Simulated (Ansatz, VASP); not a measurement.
One calculation of BiTe, two programs

INCAR

```
ALGO = Normal
EDIFF = 1E-6
ENCUT = 520
GGA = PE
ISIF = 2
ISMEAR = 0
LASPH = True
LCHARG = True
LELF = True
LREAL = False
LVHAR = True
LWAVE = False
NBANDS = 18
NELM = 100
PREC = Accurate
SIGMA = 0.011
```

File KPOINTS:

```
k-points
0
Gamma
  7 7 7
```

File POSCAR:

```
BiTe
1.0
    2.4227077728      1.3987509848      3.3172919545
   -2.4227077728      1.3987509848      3.3172919545
    0.0000000000     -2.7975019696      3.3172919545
Bi Te
1 1
Direct
    0.5000000000      0.5000000000      0.5000000000
    0.0000000000      0.0000000000      0.0000000000
```

File input.yaml:

```yaml
crystal:
  lattice:
    - [2.4227077728, 1.3987509848, 3.3172919545]
    - [-2.4227077728, 1.3987509848, 3.3172919545]
    - [0.0, -2.7975019696, 3.3172919545]
  atoms:
    - { symbol: Bi, position: [0.5, 0.5, 0.5] }
    - { symbol: Te, position: [0.0, 0.0, 0.0] }
hamiltonian:
  xc: pbe
  pseudopotentials: { kind: paw }
kpoints:
  mp_grid: { grid: [7, 7, 7] }
scf:
  occupations: { method: gaussian, width: 0.011 }
output:
  forces: true
  stress: true
  eigenvalues: true
  write_density: true
  write_potential: true
  elf: true
  volumetric_format: npy
```

The cell comes from a database or a generator and needn't be the stable form of this composition.

Alike in both runs: task single point; functional PBE; k mesh 7 × 7 × 7; occupations gaussian, width 0.011 eV; no spin polarisation.

|  | VASP | Ansatz |
| --- | --- | --- |
| version | VASP 6.6.1 | Ansatz 0.2.0 |
| potentials or method | VASP PAW PBE potentials, release 64 (Bi_d, Te) | Ansatz PAW |
| plane-wave cutoff (eV) | 520 | 420 |
| valence electrons in the cell | 21 | 31 |

VASP gave:

```
gap on the k mesh at the Fermi level (eV)       : none
pressure (GPa)                                  : 0.1
largest component of the traceless stress (GPa) : 0.16
```

Q: What did Ansatz give for the same quantities?

A: gap on the k mesh at the Fermi level (eV): none; pressure (GPa): 0.2; largest component of the traceless stress (GPa): 0.16.

A gap of «none» marks a metal or a gap that the smearing closes. With one functional, cell and mesh, what is left measures potentials, basis and numerics. The two sets of potentials don't hold the same shells in valence.

Caveats: spin-orbit coupling is left out, which moves the levels of the heavy elements.
